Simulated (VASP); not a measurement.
# Ta (P6_3/mmc) in VASP: equation of state

Aim: energy against volume of Ta in PBEsol, for its equilibrium volume and stiffness.

Everything below comes from runs of VASP 6.6.1. Logs are shortened: lines on timing, memory, paths and dates and some standing lists are left out, and cuts for length are marked.

## Step 1: The crystal as given

The structure is hexagonal, space group P6_3/mmc (No. 194). The conventional cell has a = 2.900 Å, b = 2.900 Å, c = 5.166 Å, α = 90.00°, β = 90.00°, γ = 120.00°. Ta (site symmetry -6m2) has 12 Ta at 2.90 to 3.08 Å as nearest neighbours.

This isn't the form of Ta at room conditions, which is bcc.

## Step 2: Equation of state, PBEsol, 17.69 Å³/atom (volume scaled by 0.94)

INCAR

```
ALGO     = Normal         # electronic algorithm
EDIFF    = 1E-7           # SCF threshold, eV
ENCUT    = 520            # plane-wave cutoff, eV
GGA      = PS             # functional
ISIF     = 2              # what is computed and relaxed
ISMEAR   = -1             # smearing method
LASPH    = True           # aspherical terms in the spheres
LCHARG   = False          # write CHGCAR
LREAL    = False          # projectors in reciprocal space
LWAVE    = False          # write WAVECAR
NBANDS   = 18             # bands
NELM     = 100            # most SCF steps
PREC     = Accurate       # precision mode
SIGMA    = 0.05           # smearing width, eV
```

KPOINTS

```
k-points
0
Gamma
  11 11 5
```

POSCAR

```
Ta
1.0
    2.8411641924      0.0000000000      0.0000000000
   -1.4205820962      2.4605203670      0.0000000000
    0.0000000000      0.0000000000      5.0608102442
Ta
2
Direct
    0.3333333333      0.6666666667      0.2500000000
    0.6666666667      0.3333333333      0.7500000000
```

Potentials or basis: VASP PAW PBE potentials, release 64 (Ta_pv).

Run with:

```console
cat potpaw_PBE.64/Ta_pv/POTCAR > POTCAR
mpirun -np 1 vasp_std > vasp.out
```

OUTCAR:

```text
EDIFF = 1E-7
   ENCUT = 520
   GGA = PS
   ISIF = 2
   ISMEAR = -1
   LASPH = True
   LREAL = False
   NELM = 100
   PREC = Accurate

 Found     48 irreducible k-points:

 Following reciprocal coordinates:
            Coordinates               Weight
  0.000000  0.000000  0.000000      1.000000
  0.090909  0.000000  0.000000      6.000000
  0.181818 -0.000000  0.000000      6.000000
  0.272727 -0.000000  0.000000      6.000000
  0.363636 -0.000000  0.000000      6.000000
  0.454545  0.000000  0.000000      6.000000
   k-points           NKPTS =     48   k-points in BZ     NKDIM =     48   number of bands    NBANDS=     18
   number of dos      NEDOS =    301   number of ions     NIONS =      2
   total plane-waves  NPLWV =  23040
   dimension x,y,z NGX =    24 NGY =   24 NGZ =   40
   dimension x,y,z NGXF=    48 NGYF=   48 NGZF=   80
   ions per type =               2
   NGX,Y,Z   is equivalent  to a cutoff of  14.04, 14.04, 13.14 a.u.
   NGXF,Y,Z  is equivalent  to a cutoff of  28.09, 28.09, 26.28 a.u.
 SYSTEM =  unknown system
   PREC   = accura    normal or accurate (medium, high low for compatibility)
   ISTART =      0    job   : 0-new  1-cont  2-samecut
   ICHARG =      2    charge: 1-file 2-atom 10-const
   ISPIN  =      1    spin polarized calculation?
   LNONCOLLINEAR =      F non collinear calculations
   LSORBIT =      F    spin-orbit coupling
   LASPH  =      T    aspherical Exc in radial PAW
   ENCUT  =  520.0 eV  38.22 Ry    6.18 a.u.   5.28  5.28  9.41*2*pi/ulx,y,z
   NELM   =    100;   NELMIN=  2; NELMDL= -5     # of ELM steps
   EDIFF  = 0.1E-06   stopping-criterion for ELM
   LREAL  =      F    real-space projection
   EDIFFG = 0.1E-05   stopping-criterion for IOM
   NSW    =      0    number of steps for IOM
   IBRION =     -1    ionic relax: 0-MD 1-quasi-New 2-CG
   NFREE  =      0    steps in history (QN), initial steepest desc. (CG)
   ISIF   =      2    stress and relaxation
   ISYM   =      2    0-nonsym 1-usesym 2-fastsym
   POTIM  = 0.5000    time-step for ionic-motion
   TEBEG  =    0.0;   TEEND  =   0.0 temperature during run
   PSTRESS=    0.0 pullay stress
   NELECT =      22.0000    total number of electrons
   NUPDOWN=      -1.0000    fix difference up-down
   EMIN   =  10.00;   EMAX   =-10.00  energy-range for DOS
   EFERMI =   0.00;   METHOD = LEGACY
   ISMEAR =    -1;   SIGMA  =   0.05  broadening in eV -4-tet -1-fermi 0-gaus
   EFERMI_NEDOS =   21; number of points for ismear=-14 and -15
   IALGO  =     38    algorithm
   IMIX   =      4    mixing-type and parameters
     AMIX     =   0.40;   BMIX     =  1.00
     AMIX_MAG =   1.60;   BMIX_MAG =  1.00
  volume/ion in A,a.u.               =      17.69       119.37
  Fermi-wavevector in a.u.,A,eV,Ry     =   1.397337  2.640585 26.566079  1.952552
  Thomas-Fermi vector in A             =   2.520603
   LORBIT       =      0    0 simple, 1 ext, 2 COOP (PROOUT), +10 PAW based schemes
   GGA     = PS    functional components
   LHFCALC =     F    Hartree Fock is set to
   AEXX    =    0.0000 exact exchange contribution
   IVDW    =     0    specifies the selected vdW correction
   LEPSILON=     F    determine dielectric tensor
   LRPA    =     F    only Hartree local field effects (RPA)
 non-spin polarized calculation
  energy-cutoff  :      520.00
  volume of cell :       35.38
 maximum number of plane-waves:       968
 NGX is ok and might be reduce to    24
   NGX = 11   NGY = 11   NGZ = 19

 number of electron      21.9999997 magnetization

 Free energy of the ion-electron system (eV)
  ---------------------------------------------------
  ext. energy  EPLUGINS =         0.00000000
  ---------------------------------------------------
  free energy    TOTEN  =       -24.52166201 eV

  energy without entropy =      -24.50575003  energy(sigma->0) =      -24.51370602

 E-fermi :   5.9260     XC(G=0): -12.8086

 val. band max:        5.9077869991   @ k =   0.1818   0.1818   0.0000
 cond. band min:       5.9421350889   @ k =   0.3636   0.1818   0.0000
 fundamental gap:      0.0343480898
 Fermi energy:         5.9259750792

 k-point     1 :       0.0000    0.0000    0.0000
  band No.  band energies     occupation
      1     -28.5959      2.00000
      2     -27.5865      2.00000
      3     -27.4622      2.00000
      4     -27.4622      2.00000
      5     -27.3619      2.00000
      6     -27.3619      2.00000
[... 10 lines left out ...]
     17      11.3971      0.00000
     18      11.3971      0.00000

 k-point     2 :       0.0909    0.0000    0.0000
  band No.  band energies     occupation
      1     -28.5635      2.00000
      2     -27.5901      2.00000
      3     -27.5668      2.00000
      4     -27.4904      2.00000
      5     -27.4689      2.00000
      6     -27.3807      2.00000
[... 10 lines left out ...]
     17      11.5388      0.00000
     18      12.1078      0.00000

 k-point     3 :       0.1818   -0.0000    0.0000
  band No.  band energies     occupation
      1     -28.4726      2.00000
      2     -27.8435      2.00000
      3     -27.7450      2.00000
      4     -27.6037      2.00000
      5     -27.5637      2.00000
      6     -27.4326      2.00000
[... 10 lines left out ...]
     17      11.7572      0.00000
     18      13.5200      0.00000

 k-point     4 :       0.2727   -0.0000    0.0000
  band No.  band energies     occupation
      1     -28.3406      2.00000
      2     -28.1963      2.00000
      3     -28.0860      2.00000
      4     -27.6560      2.00000
      5     -27.6333      2.00000
      6     -27.5020      2.00000
[... 10 lines left out ...]
     17      11.8671      0.00000
     18      14.5502      0.00000

 k-point     5 :       0.3636   -0.0000    0.0000
  band No.  band energies     occupation
      1     -28.5100      2.00000
      2     -28.3828      2.00000
      3     -28.1962      2.00000
      4     -27.7382      2.00000
      5     -27.6828      2.00000
      6     -27.5663      2.00000
[... 10 lines left out ...]
     17      11.8787      0.00000
     18      14.2742      0.00000

 k-point     6 :       0.4545    0.0000    0.0000
  band No.  band energies     occupation
      1     -28.6915      2.00000
      2     -28.5530      2.00000
      3     -28.0855      2.00000
      4     -27.7859      2.00000
      5     -27.7366      2.00000
      6     -27.6045      2.00000
[... 10 lines left out ...]
     17      12.8885      0.00000
     18      14.3132      0.00000

 [... further k-points ...]

------------------------ aborting loop because EDIFF is reached ----------------------------------------

  FORCE on cell =-STRESS in cart. coord.  units (eV):
  Direction    XX          YY          ZZ          XY          YZ          ZX
  --------------------------------------------------------------------------------------
  -------------------------------------------------------------------------------------
  Total        1.0833266      1.0833266      1.2056810      0.0000000     -0.0000000     -0.0000000
  in kB       49.0598960     49.0598960     54.6008817      0.0000000     -0.0000000     -0.0000000
  external PRESSURE =      50.9068913 kB  Pullay stress =       0.0000000 kB

 VOLUME and BASIS-vectors are now :
 -----------------------------------------------------------------------------
  energy-cutoff  :      520.00
  volume of cell :       35.38
      direct lattice vectors                 reciprocal lattice vectors
     2.841164192  0.000000000  0.000000000     0.351968395  0.203209047  0.000000000
    -1.420582096  2.460520367  0.000000000     0.000000000  0.406418095  0.000000000
     0.000000000  0.000000000  5.060810244     0.000000000  0.000000000  0.197596818

 POSITION                                       TOTAL-FORCE (eV/Angst)
 -----------------------------------------------------------------------------------
     -0.00000      1.64035      1.26520        -0.000000      0.000000      0.000000
      1.42058      0.82017      3.79561         0.000000     -0.000000      0.000000
 -----------------------------------------------------------------------------------
    total drift:                               -0.000000      0.000000     -0.000000

  FREE ENERGIE OF THE ION-ELECTRON SYSTEM (eV)
  ---------------------------------------------------
  free  energy   TOTEN  =       -24.5216620056 eV

  energy  without entropy=      -24.5057500303  energy(sigma->0) =      -24.51370602
```

It took 40 s on 1 thread of AMD EPYC 7R43 (Zen 3), shared host; peak memory 0.14 GiB.

What came out:

```yaml
Free_energy: -24.5217 eV
Pressure: 5.1 GPa
Band_gap_on_the_k_mesh: none (metal or under the smearing width)
```

Caveat: the PAW data sets were made with another functional, which shifts forces and pressure a little.

## Step 3: Equation of state, PBEsol, 18.07 Å³/atom (volume scaled by 0.96)

INCAR is that of step 2.

KPOINTS is that of step 2.

POSCAR

```
Ta
1.0
    2.8611730502      0.0000000000      0.0000000000
   -1.4305865251      2.4778485461      0.0000000000
    0.0000000000      0.0000000000      5.0964509272
Ta
2
Direct
    0.3333333333      0.6666666667      0.2500000000
    0.6666666667      0.3333333333      0.7500000000
```

Potentials or basis: VASP PAW PBE potentials, release 64 (Ta_pv).

Run with:

```console
cat potpaw_PBE.64/Ta_pv/POTCAR > POTCAR
mpirun -np 1 vasp_std > vasp.out
```

It took 40 s on 1 thread of AMD EPYC 7R43 (Zen 3), shared host; peak memory 0.13 GiB.

It converged, with:

- Free energy: -24.5349 eV
- Pressure: 0.6 GPa
- Band gap on the k mesh: none (metal or under the smearing width)

Caveat: the PAW data sets were made with another functional, which shifts forces and pressure a little.

## Step 4: Equation of state, PBEsol, 18.44 Å³/atom (volume scaled by 0.98)

INCAR is that of step 3.

KPOINTS is that of step 3.

POSCAR

```
Ta
1.0
    2.8809059017      0.0000000000      0.0000000000
   -1.4404529508      2.4949376968      0.0000000000
    0.0000000000      0.0000000000      5.1315999754
Ta
2
Direct
    0.3333333333      0.6666666667      0.2500000000
    0.6666666667      0.3333333333      0.7500000000
```

Run with:

```console
cat potpaw_PBE.64/Ta_pv/POTCAR > POTCAR
mpirun -np 1 vasp_std > vasp.out
```

It took 41 s on 1 thread of AMD EPYC 7R43 (Zen 3), shared host; peak memory 0.13 GiB.

The run converged. Its results:

- Free energy: -24.5280 eV
- Pressure: -3.5 GPa
- Band gap on the k mesh: none (metal or under the smearing width)

Caveat: the PAW data sets were made with another functional, which shifts forces and pressure a little.

## Step 5: Equation of state, PBEsol, 19.19 Å³/atom (volume scaled by 1.02)

INCAR is that of step 4.

KPOINTS is that of step 4.

POSCAR

```
Ta
1.0
    2.9195803945      0.0000000000      0.0000000000
   -1.4597901972      2.5284307900      0.0000000000
    0.0000000000      0.0000000000      5.2004887322
Ta
2
Direct
    0.3333333333      0.6666666667      0.2500000000
    0.6666666667      0.3333333333      0.7500000000
```

Run with:

```console
cat potpaw_PBE.64/Ta_pv/POTCAR > POTCAR
mpirun -np 1 vasp_std > vasp.out
```

It took 46 s on 1 thread of AMD EPYC 7R43 (Zen 3), shared host; peak memory 0.14 GiB.

It converged, with:

```yaml
Free_energy: -24.4609 eV
Pressure: -10.6 GPa
Band_gap_on_the_k_mesh: none (metal or under the smearing width)
```

Caveat: the PAW data sets were made with another functional, which shifts forces and pressure a little.

## Step 6: Equation of state, PBEsol, 19.57 Å³/atom (volume scaled by 1.04)

INCAR is that of step 5.

KPOINTS is that of step 5.

POSCAR

```
Ta
1.0
    2.9385392399      0.0000000000      0.0000000000
   -1.4692696200      2.5448496318      0.0000000000
    0.0000000000      0.0000000000      5.2342590858
Ta
2
Direct
    0.3333333333      0.6666666667      0.2500000000
    0.6666666667      0.3333333333      0.7500000000
```

Potentials or basis: VASP PAW PBE potentials, release 64 (Ta_pv).

Run with:

```console
cat potpaw_PBE.64/Ta_pv/POTCAR > POTCAR
mpirun -np 1 vasp_std > vasp.out
```

It took 42 s on 1 thread of AMD EPYC 7R43 (Zen 3), shared host; peak memory 0.13 GiB.

Results (log left out):

```
Free energy            : -24.4043 eV
Pressure               : -13.6 GPa
Band gap on the k mesh : none (metal or under the smearing width)
```

Caveat: the PAW data sets were made with another functional, which shifts forces and pressure a little.

## Step 7: Equation of state, PBEsol, 19.95 Å³/atom (volume scaled by 1.06)

INCAR is that of step 6.

KPOINTS is that of step 6.

POSCAR

```
Ta
1.0
    2.9572565550      0.0000000000      0.0000000000
   -1.4786282775      2.5610593022      0.0000000000
    0.0000000000      0.0000000000      5.2675992145
Ta
2
Direct
    0.3333333333      0.6666666667      0.2500000000
    0.6666666667      0.3333333333      0.7500000000
```

Run with:

```console
cat potpaw_PBE.64/Ta_pv/POTCAR > POTCAR
mpirun -np 1 vasp_std > vasp.out
```

Run time: 45 s. Hardware: 1 thread of AMD EPYC 7R43 (Zen 3), shared host; peak memory 0.14 GiB.

The run converged. Its results:

* Free energy: -24.3341 eV
* Pressure: -16.3 GPa
* Band gap on the k mesh: none (metal or under the smearing width)

Caveat: the PAW data sets were made with another functional, which shifts forces and pressure a little.

## Step 8: Equation of state, PBEsol

No new run: the results of the series are fitted here.

Results:

| Quantity | Value |
| --- | --- |
| Equilibrium volume | 18.12 Å³/atom |
| Bulk modulus at fixed shape and positions | 204 GPa |
| Pressure derivative of the bulk modulus | 4.0 |

Energy against volume, from the lowest point:
```
volume (Å³/atom)  energy (meV/atom)
          17.689               6.64
          18.066               0.00
          18.442               3.49
          18.819              16.13
          19.195              37.01
          19.571              65.34
          19.948             100.41
```

Caveat: the cell was scaled at fixed shape and fractional positions, which overstates the stiffness of a crystal with free parameters, most of all of layers and chains; the PAW data sets were made with another functional, which shifts forces and pressure a little.
